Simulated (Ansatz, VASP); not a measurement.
# Rb in VASP and in Ansatz

The input INCAR:

```
PREC = Accurate
ENCUT = 520
EDIFF = 1E-7
ISMEAR = 0
SIGMA = 0.1
LREAL = F
LASPH = T
NELM = 80
ALGO = Fast
ISIF = 2
LWAVE = F
LCHARG = F
GGA = PE
NBANDS = 26
```

File KPOINTS:

```
regular mesh
0
Gamma
  4 4 4
```

POSCAR

```
Rb
1.0
    3.8267229883     -6.4855858073      0.0000000000
    3.8267229883      6.4855858073      0.0000000000
    0.0000000000      0.0000000000      7.6636263646
Rb
4
Direct
    0.1525000000      0.8475000000      0.0785000000
    0.6525000000      0.3475000000      0.4215000000
    0.8475000000      0.1525000000      0.9215000000
    0.3475000000      0.6525000000      0.5785000000
```

Input for Ansatz:

```yaml
crystal:
  lattice:
    - [3.8267229883, -6.4855858073, 0.0]
    - [3.8267229883, 6.4855858073, 0.0]
    - [0.0, 0.0, 7.6636263646]
  atoms:
    - { symbol: Rb, position: [0.1525, 0.8475, 0.0785] }
    - { symbol: Rb, position: [0.6525, 0.3475, 0.4215] }
    - { symbol: Rb, position: [0.8475, 0.1525, 0.9215] }
    - { symbol: Rb, position: [0.3475, 0.6525, 0.5785] }
basis:
  ecutwfc: 420
kpoints:
  mp_grid: { grid: [4, 4, 4] }
hamiltonian:
  xc: pbe
scf:
  occupations: { method: gaussian, width: 0.1 }
  lower_state_search: "off"
output:
  forces: true
  stress: true
  eigenvalues: true
```

Alike in both runs: task single point; functional PBE; k mesh 4 × 4 × 4; occupations gaussian, width 0.1 eV; no spin polarisation.

|  | VASP | Ansatz |
| --- | --- | --- |
| version | VASP 6.6.1 | Ansatz 0.2.0 |
| potentials or method | VASP PAW PBE potentials, release 64 (Rb_sv) | scalar-relativistic, plane waves, PAW |
| plane-wave cutoff (eV) | 520 | 420 |
| valence electrons in the cell | 36 | 36 |

```csv
,VASP,Ansatz,Ansatz less VASP
gap on the k mesh at the Fermi level (eV),none,none,-
pressure (GPa),0.3,0.3,0.00
largest component of the traceless stress (GPa),0.13,0.13,0.000
rms of the force components (eV/Å),0.010,0.009,-0.0002
```

Atom by atom the forces differ by 0.000 eV/Å (rms over components). A gap of «none» marks a metal or a gap that the smearing closes.
